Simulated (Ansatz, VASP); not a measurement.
**KTaO3 in VASP and in Ansatz**

Contents of INCAR:

```
ALGO = Normal
EDIFF = 1E-6
ENCUT = 520
GGA = PE
ISIF = 2
ISMEAR = 0
LASPH = True
LCHARG = False
LREAL = False
LWAVE = False
NBANDS = 27
NELM = 60
PREC = Accurate
SIGMA = 0.01
```

Contents of KPOINTS:

```
k-points
0
Gamma
  6 6 6
```

POSCAR

```
KTaO3
1.0
    3.9422708004      0.0000000000      0.0000000000
    0.0000000000      3.9422708004      0.0000000000
    0.0000000000      0.0000000000      3.9422708004
K Ta O
1 1 3
Direct
    0.0000000000      0.0000000000      0.0000000000
    0.5000000000      0.5000000000      0.5000000000
    0.5000000000      0.5000000000      0.0000000000
    0.5000000000      0.0000000000      0.5000000000
    0.0000000000      0.5000000000      0.5000000000
```

Input for Ansatz:

```yaml
crystal:
  lattice:
    - [3.9422708004, 0.0, 0.0]
    - [0.0, 3.9422708004, 0.0]
    - [0.0, 0.0, 3.9422708004]
  atoms:
    - { symbol: K, position: [0.0, 0.0, 0.0] }
    - { symbol: Ta, position: [0.5, 0.5, 0.5] }
    - { symbol: O, position: [0.5, 0.5, 0.0] }
    - { symbol: O, position: [0.5, 0.0, 0.5] }
    - { symbol: O, position: [0.0, 0.5, 0.5] }
kpoints:
  mp_grid: { grid: [6, 6, 6] }
hamiltonian:
  xc: pbe
scf:
  occupations: { method: fixed }
  n_extra_bands: 5
output:
  forces: true
  stress: true
  eigenvalues: true
```

Alike in both runs: task single point; functional PBE; k mesh 6 × 6 × 6; no spin polarisation.

|  | VASP | Ansatz |
| --- | --- | --- |
| version | VASP 6.6.1 | Ansatz 0.2.0 |
| potentials or method | VASP PAW PBE potentials, release 64 (K_sv, Ta_pv, O) | plane waves, PAW |
| plane-wave cutoff (eV) | 520 | 420 |
| occupations | gaussian, width 0.01 eV | fixed |
| valence electrons in the cell | 38 | 40 |

```csv
,VASP,Ansatz,Ansatz less VASP
gap on the k mesh at the Fermi level (eV),2.25,2.30,+0.050
pressure (GPa),14.2,13.4,-0.83
```

The two sets of potentials don't hold the same shells in valence.

Caveats: spin-orbit coupling is left out, which moves the levels of the heavy elements. A k mesh can miss the band edges.
